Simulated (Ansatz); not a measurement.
## BP: frozen-core PAW against all-electron methods

```
B P
1.0
     0.00000    2.15980    2.15980
     2.15980    0.00000    2.15980
     2.15980    2.15980    0.00000
B P
1 1
Direct
  0.00000 0.00000 0.00000
  0.50000 0.50000 0.50000
```

Atom numbers follow the list: B1, P2.

The cell was built from the rocksalt type and relaxed in the same program, and has space group Fm-3m; it needn't be a known or the stable phase.

Methods: DFT, PBE, PAW with Ansatz's default frozen-core files, scalar-relativistic (Ansatz 0.2.0); DFT, PBE, all-electron PAW with datasets made for the crystal, scalar-relativistic (Ansatz 0.2.0); DFT, PBE, all-electron LAPW, scalar-relativistic (Ansatz 0.2.0).

For PAW: a Γ-centred 16×16×16 k mesh, Fermi–Dirac smearing of 0.05 eV, cutoff 420 eV, no spin polarisation. The crystal-made all-electron datasets (AE datasets) take a cutoff of 280 eV at this cell. LAPW targets a basis error of 0.5 meV/atom. The Ansatz runs share mesh, smearing and spin set-up. Plane-wave (PAW) pressures include the program's estimate of the Pulay term.

Stress and pressure are positive in compression.

Levels count from the Fermi level.

```tsv
quantity	PAW	AE datasets	LAPW
pressure (GPa)	0.00	0.04	0.04
highest filled level at X (eV)	-2.799	-2.799	-2.798
lowest empty level at X (eV)	2.619	2.618	2.618
highest filled level at W (eV)	-7.317	-7.319	-7.319
lowest empty level at W (eV)	3.576	3.576	3.575
highest filled level at U (eV)	-0.357	-0.357	-0.357
lowest empty level at U (eV)	6.974	6.976	6.976
```
